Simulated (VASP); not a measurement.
# Se (P3_121) in VASP: further runs, part 2 of 2

VASP 6.6.1.

**5. Relaxation of cell and atoms, PBE+D3(BJ)**

INCAR

```
ALGO = Fast
EDIFF = 1E-7
EDIFFG = -0.005
ENCUT = 600
GGA = PE
IBRION = 2
ISIF = 3
ISMEAR = 0
IVDW = 12
LASPH = True
LCHARG = False
LREAL = False
LWAVE = False
NELM = 80
NSW = 90
PREC = Accurate
SIGMA = 0.02
```

KPOINTS

```
k-points
0
Gamma
  9 9 6
```

POSCAR

```
Se
1.0
    4.5048207000      0.0000000000      0.0000000000
   -2.2524103500      3.9012891700      0.0000000000
    0.0000000000      0.0000000000      4.9787963200
Se
3
Direct
    0.2178929800      0.0000000000      0.3333333300
    0.0000000000      0.2178929800      0.6666666700
    0.7821070200      0.7821070200      0.0000000000
```

On the command line:

```
> cat potpaw_PBE.64/Se/POTCAR > POTCAR
> mpirun -np 1 vasp_std > vasp.out
```

It took 8.8 min on 1 thread of Intel Xeon Platinum 8488C (Sapphire Rapids), shared host; peak memory 0.28 GiB.

The run converged. Its results:

* Free energy: -11.4928 eV
* Relaxed volume: 24.46 Å³/atom
* Relaxed cell: a = 4.062 Å, b = 4.062 Å, c = 5.135 Å, α = 90.00°, β = 90.00°, γ = 120.00°
* Space group after relaxing (to 0.05 Å): P3_121 (No. 152)
* Energy gained by relaxing: 40.1 meV/atom
* Ionic steps: 25
* Pressure after relaxing: 0.0 GPa
* Band gap on the k mesh: 0.51 eV, direct
* Dispersion energy per atom: -0.357 eV

Step by step:
```
step  energy change (eV)  largest force (eV/Å)  pressure (GPa)  volume (Å³)
   1              0.0000                0.3390           -0.25        87.50
   2             -0.0171                0.1210           -1.07        86.93
   3             -0.0269                0.2350           -2.51        85.80
   4             -0.0320                0.2354           -2.49        85.31
   5             -0.0468                0.2330           -2.39        83.87
   6             -0.0740                0.2186           -2.09        81.01
   7             -0.1103                0.1599           -0.87        75.46
   8             -0.1136                0.1273           -0.02        72.92
   9             -0.1138                0.1364           -0.28        73.64
  10             -0.1156                0.0992           -0.14        73.68
  11             -0.1180                0.0053            0.25        73.79
  12             -0.1180                0.0277            0.33        73.81
  13             -0.1191                0.0135            0.04        74.16
  14             -0.1193                0.0030           -0.17        74.42
  15             -0.1193                0.0042           -0.14        74.39
  16             -0.1195                0.0158           -0.08        74.28
  17             -0.1197                0.0430            0.06        74.04
  18             -0.1199                0.0312           -0.02        74.01
  19             -0.1200                0.0164           -0.13        73.98
  20             -0.1201                0.0166           -0.07        73.79
  21             -0.1202                0.0173            0.07        73.37
  22             -0.1202                0.0171            0.04        73.45
  23             -0.1203                0.0001           -0.03        73.44
  24             -0.1203                0.0008           -0.04        73.44
  25             -0.1203                0.0002            0.01        73.38
```

Final structure:
```cif
data_structure
_symmetry_space_group_name_H-M 'P 1'
_symmetry_Int_Tables_number 1
_cell_length_a 4.0620
_cell_length_b 4.0620
_cell_length_c 5.1352
_cell_angle_alpha 90.000
_cell_angle_beta 90.000
_cell_angle_gamma 120.000
_cell_volume 73.38
loop_
_atom_site_label
_atom_site_type_symbol
_atom_site_fract_x
_atom_site_fract_y
_atom_site_fract_z
_atom_site_occupancy
Se1 Se 0.24797 0.00000 0.33333 1
Se2 Se 0.00000 0.24797 0.66667 1
Se3 Se 0.75203 0.75203 0.00000 1
```

Levels at points of the mesh, in eV from the valence-band top:
| k point | band 7 | band 8 | band 9 | band 10 | band 11 | band 12 |
| --- | --- | --- | --- | --- | --- | --- |
| (0.00, 0.00, 0.00) | -1.85 | -1.85 | -0.53 | 1.46 | 1.46 | 2.07 |
| (0.00, 0.00, 0.50) | -1.37 | -1.33 | -1.33 | 0.94 | 0.96 | 0.96 |

Caveat: the volume moved by over 15 % at a fixed basis, so the end points are rough; an odd mesh through Γ misses points on the zone boundary, where band edges often lie.

**6. Relaxation of cell and atoms, PBEsol**

Changes to INCAR since step 5:

```diff
@@ -3,4 +3,4 @@
 EDIFFG = -0.005
-ENCUT = 600
-GGA = PE
+ENCUT = 300
+GGA = PS
 IBRION = 2
@@ -8,3 +8,2 @@
 ISMEAR = 0
-IVDW = 12
 LASPH = True
```

KPOINTS is that of step 5.

POSCAR is that of step 5.

Potentials or basis: VASP PAW PBE potentials, release 64 (Se).

On the command line:

```
> cat potpaw_PBE.64/Se/POTCAR > POTCAR
> mpirun -np 1 vasp_std > vasp.out
```

Wall time 4.7 min (1 thread of Intel Xeon Platinum 8488C (Sapphire Rapids), shared host); peak memory 0.17 GiB.

The run converged. Its results:

```
Free energy                            : -11.5600 eV
Relaxed volume                         : 24.04 Å³/atom
Relaxed cell                           : a = 4.029 Å, b = 4.029 Å, c = 5.131 Å, α = 90.00°, β = 90.00°, γ = 120.00°
Space group after relaxing (to 0.05 Å) : P3_121 (No. 152)
Energy gained by relaxing              : 40.7 meV/atom
Ionic steps                            : 26
Pressure after relaxing                : 0.0 GPa
Band gap on the k mesh                 : 0.41 eV, direct
```

Forces in eV/Å, atoms in the order of the input:
```
Se  -0.002  0.000  0.000
Se   0.001 -0.002  0.000
Se   0.001  0.002  0.000
```

Step by step:
| step | energy change (eV) | largest force (eV/Å) | pressure (GPa) | volume (Å³) |
| --- | --- | --- | --- | --- |
| 1 | 0.0000 | 0.1987 | -0.69 | 87.50 |
| 2 | -0.0139 | 0.2271 | -0.47 | 85.91 |
| 3 | -0.0482 | 0.3295 | 0.44 | 81.26 |
| 4 | -0.0533 | 0.5808 | 3.81 | 72.39 |
| 5 | -0.0637 | 0.4774 | 2.00 | 76.43 |
| 6 | -0.0683 | 0.4464 | 1.91 | 76.19 |
| 7 | -0.0806 | 0.3591 | 1.67 | 75.45 |
| 8 | -0.0985 | 0.2083 | 1.31 | 73.97 |
| 9 | -0.1104 | 0.0122 | 1.06 | 71.04 |
| 10 | -0.1106 | 0.0031 | 1.06 | 71.28 |
| 11 | -0.1139 | 0.0233 | 0.63 | 71.84 |
| 12 | -0.1169 | 0.0804 | -0.22 | 73.05 |
| 13 | -0.1180 | 0.0618 | -0.17 | 73.03 |
| 14 | -0.1202 | 0.0053 | -0.01 | 72.97 |
| 15 | -0.1200 | 0.1110 | 0.32 | 72.86 |
| 16 | -0.1209 | 0.0472 | 0.14 | 72.92 |
| 17 | -0.1212 | 0.0230 | -0.10 | 73.07 |
| 18 | -0.1213 | 0.0177 | -0.15 | 73.11 |
| 19 | -0.1215 | 0.0197 | -0.13 | 72.99 |
| 20 | -0.1218 | 0.0261 | -0.03 | 72.62 |
| 21 | -0.1215 | 0.0386 | 0.16 | 71.89 |
| 22 | -0.1219 | 0.0297 | 0.02 | 72.41 |
| 23 | -0.1220 | 0.0068 | -0.07 | 72.36 |
| 24 | -0.1221 | 0.0041 | -0.12 | 72.33 |
| 25 | -0.1221 | 0.0022 | -0.01 | 72.14 |
| 26 | -0.1221 | 0.0021 | 0.00 | 72.13 |

Final structure:
```
Se
1.0
     4.02893    0.00000    0.00000
    -2.01446    3.48915    0.00000
     0.00000    0.00000    5.13075
Se
3
Cartesian
  1.0074 0.0000 1.7103
  -0.5037 0.8724 3.4205
  1.5108 2.6167 0.0000
```

Levels at points of the mesh, in eV from the valence-band top:
```
           k point  band 6  band 7  band 8  band 9  band 10  band 11  band 12  band 13
(0.00, 0.00, 0.00)   -3.44   -1.91   -1.91   -0.58     1.40     1.40     2.02     6.25
(0.00, 0.00, 0.50)   -3.12   -1.42   -1.35   -1.35     0.85     0.85     0.86     5.47
```

Caveat: the volume moved by over 15 % at a fixed basis, so the end points are rough; the PAW data sets were made with another functional, which shifts forces and pressure a little; an odd mesh through Γ misses points on the zone boundary, where band edges often lie.

**7. The runs side by side**

| level | potentials or basis | cutoff (eV) | gap on the mesh (eV) | pressure (GPa) | relaxed volume (Å³/atom) |
| --- | --- | --- | --- | --- | --- |
| PBEsol | VASP PAW PBE potentials, release 64 (Se) | 600 | 0.42 | 0.0 | 24.09 |
| LDA | VASP PAW LDA potentials, release 64 (Se) | 600 | 0.27 | 0.0 | 23.03 |
| PBE | VASP PAW PBE potentials, release 64 (Se) | 600 | 1.03 | 0.0 | 29.80 |
| PBE+D3(BJ) | VASP PAW PBE potentials, release 64 (Se) | 600 | 0.51 | 0.0 | 24.46 |
| PBEsol | VASP PAW PBE potentials, release 64 (Se) | 300 | 0.41 | 0.0 | 24.04 |

Alike in all rows: task relaxation of cell and atoms; no spin polarisation; cell relaxed; k mesh 9 × 9 × 6; smearing gaussian 0.02 eV.

Caveats: an odd mesh through Γ misses points on the zone boundary, where band edges often lie; the volume moved by over 15 % at a fixed basis, so the end points are rough (some runs); the PAW data sets were made with another functional, which shifts forces and pressure a little (some runs).

Total energies depend on the potentials used, so only differences within one code and one set of settings carry meaning.
